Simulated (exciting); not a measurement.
# TiCo (Pm-3m) in exciting: single point with PBE

Aim: the single point of TiCo with PBE.

All numbers are computed with exciting (release sodium); they aren't measurements. Logs are shortened: lines on timing, memory, paths and dates and some standing lists are left out, and cuts for length are marked.

### 1 The structure

It takes space group Pm-3m (No. 221, cubic). Conventional cell: a = 2.986 Å, b = 2.986 Å, c = 2.986 Å, α = 90.00°, β = 90.00°, γ = 90.00°. Co (site symmetry m-3m) has 8 Ti at 2.59 Å as nearest neighbours. Ti (site symmetry m-3m) has 8 Co at 2.59 Å as nearest neighbours.

The cell comes from a database or a generator and needn't be the stable form of this composition.

### 2 Single point, PBE, collinear spin, ferromagnetic start

Input file input.xml:

```xml
<input>
  <title>TiCo</title>
  <structure speciespath="./" tshift="false">
    <crystal scale="1">
      <basevect>5.642931948835 0.000000000000 0.000000000000</basevect>
      <basevect>0.000000000000 5.642931948835 0.000000000000</basevect>
      <basevect>0.000000000000 0.000000000000 5.642931948835</basevect>
    </crystal>
    <species speciesfile="Co.xml" rmt="2">
      <atom coord="0.500000000000 0.500000000000 0.500000000000" bfcmt="0 0 -8"/>
    </species>
    <species speciesfile="Ti.xml" rmt="2">
      <atom coord="0.000000000000 0.000000000000 0.000000000000" bfcmt="0 0 -8"/>
    </species>
  </structure>
  <groundstate do="fromscratch" ngridk="9 9 9" rgkmax="9" gmaxvr="14" lmaxapw="10" lmaxmat="10" lmaxvr="8" xctype="GGA_PBE" stype="Gaussian" swidth="0.00040424" nempty="28" ValenceRelativity="iora*" epsengy="1e-05" epspot="1e-05" maxscl="90" tforce="true" outputlevel="high">
    <spin reducebf="0.5"/>
  </groundstate>
</input>
```

Potentials or basis: all-electron LAPW+lo, shipped species files, valence relativity iora*.

The run is started by

```
$ OMP_NUM_THREADS=1 exciting_smp
```

INFO.OUT:

```text
================================================================================
EXCITING SODIUM started
[... 10 lines left out ...]

 Lattice vectors (cartesian) :
      5.6429319488      0.0000000000      0.0000000000
      0.0000000000      5.6429319488      0.0000000000
      0.0000000000      0.0000000000      5.6429319488

 Reciprocal lattice vectors (cartesian) :
      1.1134611163      0.0000000000      0.0000000000
      0.0000000000      1.1134611163      0.0000000000
      0.0000000000      0.0000000000      1.1134611163

 Unit cell volume                           :     179.6860818340
 Brillouin zone volume                      :       1.3804642569

 Species :    1 (Co)
     parameters loaded from                 :    Co.xml
     name                                   :    cobalt
     nuclear charge                         :     -27.00000000
     electronic charge                      :      27.00000000
     atomic mass                            :  107428.65170000
     muffin-tin radius                      :       2.00000000
     # of radial points in muffin-tin       :     350

     atomic positions (lattice) :
       1 :   0.50000000  0.50000000  0.50000000

     magnetic fields (cartesian) :
       1 :   0.00000000  0.00000000 -8.00000000

 Species :    2 (Ti)
     parameters loaded from                 :    Ti.xml
     name                                   :    titanium
     nuclear charge                         :     -22.00000000
     electronic charge                      :      22.00000000
     atomic mass                            :   87256.20311000
     muffin-tin radius                      :       2.00000000
     # of radial points in muffin-tin       :     350

     atomic positions (lattice) :
       1 :   0.00000000  0.00000000  0.00000000

     magnetic fields (cartesian) :
       1 :   0.00000000  0.00000000 -8.00000000

 Total number of atoms per unit cell        :       2

 Spin treatment                             :    spin-polarised
 Global magnetic field (cartesian) :        0.00000000   0.00000000   0.00000000
 collinear magnetisation in z-direction

 Number of Bravais lattice symmetries       :      48
 Number of crystal symmetries               :      48

 k-point grid                               :       9    9    9
 Total number of k-points                   :      35
 k-point set is reduced with crystal symmetries

 R^MT_min * |G+k|_max (rgkmax)              :       9.00000000
 Species with R^MT_min                      :       1 (Co)
 Maximum |G+k| for APW functions            :       4.50000000
 Maximum |G| for potential and density      :      14.00000000
 Polynomial order for pseudochg. density    :       9

 G-vector grid sizes                        :      27    27    27
 Total number of G-vectors                  :    8385

 Maximum angular momentum used for
     APW functions                          :      10
     computing H and O matrix elements      :      10
     potential and density                  :       8
     inner part of muffin-tin               :       2

 Total nuclear charge                       :     -49.00000000
 Total electronic charge                    :      49.00000000
 Total core charge                          :      22.00000000
 Total valence charge                       :      27.00000000

 Effective Wigner radius, r_s               :       0.95662836

 Number of empty states                     :      28
 Total number of valence states             :      84

 Maximum Hamiltonian size                   :     313
 Maximum number of plane-waves              :     288
 Total number of local-orbitals             :      25

 Exchange-correlation type                  :      20
     Perdew-Burke-Ernzerhof, Phys. Rev. Lett. 77, 3865 (1996)
     Generalised gradient approximation (GGA)

 Smearing scheme                            :    Gaussian
 Smearing width                             :       0.00040424

 Using multisecant Broyden potential mixing
[... 6 lines left out ...]
* Groundstate module started                                                   *
********************************************************************************
 Output level for this task is set to high

++++++++++++++++++++++++++++++++++++++++++++++++++++++++++++++++++++++++++++++++
[... 5 lines left out ...]
+ SCF iteration number :    1                                                  +
++++++++++++++++++++++++++++++++++++++++++++++++++++++++++++++++++++++++++++++++
 Total energy                               :     -2254.04387872
 _______________________________________________________________
 Fermi energy                               :         0.39162790
 Kinetic energy                             :      2272.18283097
 Coulomb energy                             :     -4423.97607309
 Exchange energy                            :      -100.00964872
 Correlation energy                         :        -2.24098787
 No external B-field energy in total energy
 Sum of eigenvalues                         :     -1297.01391395
 Effective potential energy                 :     -3569.19674492
 Coulomb potential energy                   :     -3436.51798030
 xc potential energy                        :      -132.66501652
 xc effective B-field energy                :        -0.00235109
 External B-field energy                    :         0.00000000
 Non-physical muffin-tin B-field energy     :        -0.01139702
 Hartree energy                             :       661.36323929
 Electron-nuclear energy                    :     -4759.24445888
 Nuclear-nuclear energy                     :      -326.09485351
[... 469 lines left out ...]
 RMS change in effective potential (target) :  0.382902E-02  ( 0.100000E-04)
 Absolute change in total energy   (target) :   1.79909      ( 0.100000E-04)
 Charge distance                   (target) :  0.669138E-02  ( 0.100000E-04)
 Abs. change in max-nonIBS-force   (target) :   0.00000      ( 0.500000E-04)

++++++++++++++++++++++++++++++++++++++++++++++++++++++++++++++++++++++++++++++++
[... 12 further cycles ...]
+ SCF iteration number :   23                                                  +
++++++++++++++++++++++++++++++++++++++++++++++++++++++++++++++++++++++++++++++++
 Total energy                               :     -2247.27896972
 _______________________________________________________________
 Fermi energy                               :         0.38830762
 Kinetic energy                             :      2276.03122400
 Coulomb energy                             :     -4421.42278003
 Exchange energy                            :       -99.64862382
 Correlation energy                         :        -2.23878987
 No external B-field energy in total energy
 Sum of eigenvalues                         :     -1298.03962336
 Effective potential energy                 :     -3574.07084736
 Coulomb potential energy                   :     -3441.87796608
 xc potential energy                        :      -132.16851419
 xc effective B-field energy                :        -0.02436709
 External B-field energy                    :         0.00000000
 Non-physical muffin-tin B-field energy     :        -0.00000000
 Hartree energy                             :       653.44996044
 Electron-nuclear energy                    :     -4748.77788697
 Nuclear-nuclear energy                     :      -326.09485351
 Madelung energy                            :     -2700.48379699
 Core-electron kinetic energy               :         0.00000000
[... 472 lines left out ...]
 RMS change in effective potential (target) :  0.137317E-07  ( 0.100000E-04)
 Absolute change in total energy   (target) :  0.152654E-05  ( 0.100000E-04)
 Charge distance                   (target) :  0.621026E-08  ( 0.100000E-04)
 Abs. change in max-nonIBS-force   (target) :   0.00000      ( 0.500000E-04)

++++++++++++++++++++++++++++++++++++++++++++++++++++++++++++++++++++++++++++++++
| Convergency criteria checked for the last 2 iterations                       +
| Convergence targets achieved. Performing final SCF iteration                 +
++++++++++++++++++++++++++++++++++++++++++++++++++++++++++++++++++++++++++++++++
 Total energy                               :     -2247.32577805
 _______________________________________________________________
 Fermi energy                               :         0.38813689
 Kinetic energy                             :      2276.00988127
 Coulomb energy                             :     -4421.44571122
 Exchange energy                            :       -99.65116629
 Correlation energy                         :        -2.23878181
 No external B-field energy in total energy
 Sum of eigenvalues                         :     -1298.04265061
 Effective potential energy                 :     -3574.05253189
 Coulomb potential energy                   :     -3441.85649686
 xc potential energy                        :      -132.17149061
 xc effective B-field energy                :        -0.02454442
 External B-field energy                    :         0.00000000
 Non-physical muffin-tin B-field energy     :        -0.00000000
 Hartree energy                             :       653.49436086
 Electron-nuclear energy                    :     -4748.84521858
 Nuclear-nuclear energy                     :      -326.09485351
 Madelung energy                            :     -2700.51746279
 Core-electron kinetic energy               :         0.00000000
[... 14 lines left out ...]
 Moments :
     interstitial                           :        -0.06576418
     moment in muffin-tin spheres :
                  atom     1    Co          :         0.91745871
                  atom     2    Ti          :        -0.01638241
     total moment in muffin-tins            :         0.90107630
     total moment                           :         0.83531212

++++++++++++++++++++++++++++++++++++++++++++++++++++++++++++++++++++++++++++++++
+ Self-consistent loop stopped                                                 +
++++++++++++++++++++++++++++++++++++++++++++++++++++++++++++++++++++++++++++++++
 STATE.OUT is written

--------------------------------------------------------------------------------
- Writing atomic positions and forces                                          -
--------------------------------------------------------------------------------

 Atomic positions (lattice) :
 atom     1  Co  :     0.50000000    0.50000000    0.50000000
 atom     2  Ti  :     0.00000000    0.00000000    0.00000000

 Total atomic forces including IBS (cartesian) :
 atom     1  Co  :     0.00000000    0.00000000    0.00000000
 atom     2  Ti  :     0.00000000   -0.00000000    0.00000000

 Atomic force components including IBS (cartesian) :
 atom     1  Co  :     0.00000000    0.00000000    0.00000000   HF force
                 :    -0.00000000   -0.00000000    0.00000000   core correction
                 :    -0.00000000    0.00000000    0.00000000   IBS correction
 atom     2  Ti  :    -0.00000000    0.00000000    0.00000000   HF force
                 :     0.00000000    0.00000000    0.00000000   core correction
                 :     0.00000000    0.00000000    0.00000000   IBS correction

********************************************************************************
* Groundstate module stopped                                                   *
********************************************************************************

================================================================================
| EXCITING SODIUM stopped                                                      =
================================================================================
```

Run time: 4.2 min. Hardware: 1 thread of Arm Neoverse V1, shared host; peak memory 0.15 GiB.

What came out:

```yaml
Free_energy: -61152.8499 eV
Band_gap_on_the_k_mesh: none (metal or under the smearing width)
Net_moment: 0.84 μB per cell
Site_moments: Co +0.92; Ti -0.02 μB
All_electrons_inside_the_program's_atomic_spheres: Co 25.27; Ti 19.51 (radii Co 2.0, Ti 2.0 bohr)
```

Levels at points of the mesh, in eV from the Fermi level:
Spin up:
| k point | band 12 | band 13 | band 14 | band 15 | band 16 | band 17 |
| --- | --- | --- | --- | --- | --- | --- |
| (0.00, 0.00, 0.00) | -1.91 | -1.91 | 0.47 | 0.47 | 2.66 | 2.66 |
Spin down:
```csv
k point,band 11,band 12,band 13,band 14,band 15,band 16
"(0.00, 0.00, 0.00)",-1.37,-1.37,-1.37,1.00,1.00,2.76
```
